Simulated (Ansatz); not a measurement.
**Field gradients of La₂O₃ from run to run**

Cell of run 1: a computed structure from the Materials Project (it need not be an observed phase), taken as it stands.

Space group C2/m (No. 12); a = 14.7637, b = 3.7981, c = 9.2243 Å, β = 100.30°.

| site | Wyckoff | site symmetry | x | y | z |
| --- | --- | --- | --- | --- | --- |
| La1 | 4i | m | 0.3096 | 0.0000 | 0.8617 |
| La2 | 4i | m | 0.6345 | 0.0000 | 0.4925 |
| La4 | 4i | m | 0.0330 | 0.0000 | 0.8120 |
| O7 | 4i | m | 0.2003 | 0.0000 | 0.6273 |
| O8 | 4i | m | 0.1281 | 0.0000 | 0.2863 |
| O9 | 4i | m | 0.5258 | 0.0000 | 0.6566 |
| O10 | 4i | m | 0.1759 | 0.0000 | 0.9749 |
| O15 | 2b | 2/m | 0.5000 | 0.0000 | 0.0000 |

One atom of each set is listed; the run and its k-mesh use a cell of 15 atoms with edges of 7.62, 7.62, 9.22 Å.

All runs are DFT with Ansatz 0.2.0 (plane waves and PAW, scalar-relativistic unless spin–orbit coupling is named, Γ-centred meshes, Fermi–Dirac smearing where given) in this cell.

Run 1: PBE, gradients read without the response of the cores, atoms as given; 420 eV, 6×6×3 k-points, smearing 0.02 eV.
Run 2: r2SCAN, gradients read without the response of the cores, atoms as given; 500 eV, 6×6×3 k-points, smearing 0.02 eV.
Run 3: PBE with spin–orbit coupling, gradients read without the response of the cores, atoms as given; 420 eV, 6×6×3 k-points, smearing 0.02 eV.
Run 4: PBE, gradients read without the response of the cores, atoms as given; 550 eV, 6×6×3 k-points, smearing 0.02 eV.

```json
{"run": "1", "La1 V_zz (η)": "9.27 (0.47)", "La2 V_zz (η)": "4.58 (0.55)", "La4 V_zz (η)": "19.29 (0.75)", "O7 V_zz (η)": "2.57 (0.49)", "O10 V_zz (η)": "-0.75 (0.07)"}
{"run": "2", "La1 V_zz (η)": "?", "La2 V_zz (η)": "?", "La4 V_zz (η)": "?", "O7 V_zz (η)": "?", "O10 V_zz (η)": "?"}
{"run": "3", "La1 V_zz (η)": "9.30 (0.47)", "La2 V_zz (η)": "4.60 (0.56)", "La4 V_zz (η)": "19.36 (0.75)", "O7 V_zz (η)": "2.57 (0.49)", "O10 V_zz (η)": "-0.75 (0.07)"}
{"run": "4", "La1 V_zz (η)": "9.26 (0.47)", "La2 V_zz (η)": "4.58 (0.56)", "La4 V_zz (η)": "19.28 (0.75)", "O7 V_zz (η)": "2.57 (0.49)", "O10 V_zz (η)": "-0.75 (0.07)"}
```

V_zz in 10²¹ V/m²; 5 of the 8 sets of like atoms are followed.

(1) Estimate the row of run 2.

## Answers

(1) La1: 9.50 (0.46); La2: 4.74 (0.50); La4: 19.87 (0.75); O7: 2.63 (0.42); O10: -0.87 (0.17). It lies nearest to run 3, from whose tensors on these sites it differs by 0.51 at most (largest principal value of the difference, on La4). Taken one at a time, the functional (r2SCAN with its higher cutoff) moves the tensors on these sites by up to 0.58 (largest principal value of the change, on La4), spin–orbit coupling by 0.08 (La4), the cutoff by 0.02.
